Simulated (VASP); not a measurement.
Here is a VASP 6.6.1 calculation.

INCAR

```
SYSTEM = Ge2Sb2Te5
PREC = Accurate
ENCUT = 520
EDIFF = 1E-8
ISMEAR = 0
SIGMA = 0.02
LREAL = .False.
LASPH = .True.
NELM = 60
ALGO = Normal
ISIF = 2
LWAVE = .False.
LCHARG = .False.
GGA = PE
LEFG = .True.
```

The input KPOINTS:

```
Automatic mesh
0
Gamma
  4 4 3
  0 0 0
```

Contents of POSCAR:

```
Ge2Sb2Te5
1.0
    6.8391360000     -3.0660060000      0.0000000000
    6.8391360000      3.0660060000      0.0000000000
   -6.8309770000      0.0000000000      6.8476090000
Te Sb Ge
5 2 2
Direct
    0.5947020000      0.5947020000      0.3864330000
    0.7952880000      0.7952880000      0.1961120000
    0.0083240000      0.0083240000      0.0064350000
    0.2065190000      0.2065190000      0.8098030000
    0.3999590000      0.3999590000      0.5971180000
    0.9017080000      0.9017080000      0.5878730000
    0.1118700000      0.1118700000      0.4173520000
    0.2842870000      0.2842870000      0.1878300000
    0.4973430000      0.4973430000      0.0110440000
```

Potentials or basis: VASP PAW PBE potentials, release 64 (Te, Sb, Ge_d).

Command:

```console
$ cat potpaw_PBE.64/Te/POTCAR potpaw_PBE.64/Sb/POTCAR potpaw_PBE.64/Ge_d/POTCAR > POTCAR
$ mpirun -np 1 vasp_std > vasp.out
```

Question: What does it give for the band gap on the k mesh?

Answer: 0.06 eV, direct.

Question: What does it give for the pressure?

Answer: -0.2 GPa.

Question: What does it give for the largest force?

Answer: 0.151 eV/Å.

Forces on the atoms (eV/Å):
```
Te   0.043  0.000  0.032
Te   0.076  0.000 -0.037
Te  -0.017  0.000 -0.022
Te   0.036  0.000 -0.018
Te   0.048  0.000 -0.031
Sb   0.004  0.000 -0.053
Sb   0.004  0.000  0.061
Ge  -0.150  0.000  0.018
Ge  -0.042  0.000  0.050
```

Caveat: spin-orbit coupling is left out, which moves the levels of the heavy elements; an odd mesh through Γ misses points on the zone boundary, where band edges often lie.
